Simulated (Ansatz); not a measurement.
## A series in volume scale on SrCl2

Periodic Kohn-Sham DFT of a crystal at fixed atoms, scaled to volume_scale times the given cell; pressure positive in compression, energy less spherical unpolarised free atoms, largest_vzz the field gradient of largest size among the nuclei. The results are calculated, by Ansatz 0.2.0.

The cell before it is scaled or strained (space group Fm-3m, No. 225):
```
CELL_PARAMETERS angstrom
0.00000 3.48550 3.48550
3.48550 0.00000 3.48550
3.48550 3.48550 0.00000
ATOMIC_POSITIONS crystal
Sr 0.00000 0.00000 0.00000
Cl 0.25000 0.25000 0.25000
Cl 0.75000 0.75000 0.75000
```

Settings of every row: method all-electron PAW; functional LDA; relativity scalar; k mesh 8x8x8; filling fermi-dirac; smearing width 0.01 eV; nucleus gaussian.

Atom start moment: 0 on all atoms.

| row | volume scale | V (Å³/atom) | pressure (GPa) |
| --- | --- | --- | --- |
| 1 | 0.94 | 26.536 | -0.534 |
| 2 | 0.96 | 27.1 | -1.369 |
| 3 | 0.98 | 27.665 | -2.111 |
| 4 | 0.99 | 27.947 | -2.449 |
| 5 | 1 | 28.23 | ? |
| 6 | 1.01 | 28.512 | -3.068 |
| 7 | 1.02 | 28.794 | -3.351 |
| 8 | 1.04 | 29.359 | -3.866 |
| 9 | 1.06 | 29.923 | -4.323 |

Question: what pressure should row 5 give?

Worked fit of pressure. Take u = (V_r/V)^(2/3) − 1 with V_r = 28.23 Å³ an atom, which is twice the finite (Eulerian) strain; such expansions in the strain, on which the Birch-Murnaghan equation of state is built, carry the rest volume and the bulk modulus. The shown rows have u = 0.04212, 0.02761, 0.01357, 0.00674, -0.0066, -0.0131, -0.0258, -0.03808. Least squares give pressure = −2.7686 + 46.373 × u + 151.99 × u² + 158 × u³ GPa; a parabola predicts inner rows, each left out in turn, worse (root mean square 0.0026 against 0.00057 GPa). The rows lie off it by 0.000, 0.000, 0.000, 0.000, 0.000, -0.001, 0.001, 0.000. The withheld row has u = 0, so the fit gives −2.7686 + 46.373 × (0) + 151.99 × (0)² + 158 × (0)³ = -2.769 GPa.

The calculation gave -2.768 GPa. The fit lies 0.001 GPa (0.026 % of the column's range) below it, one unit of the last digit.
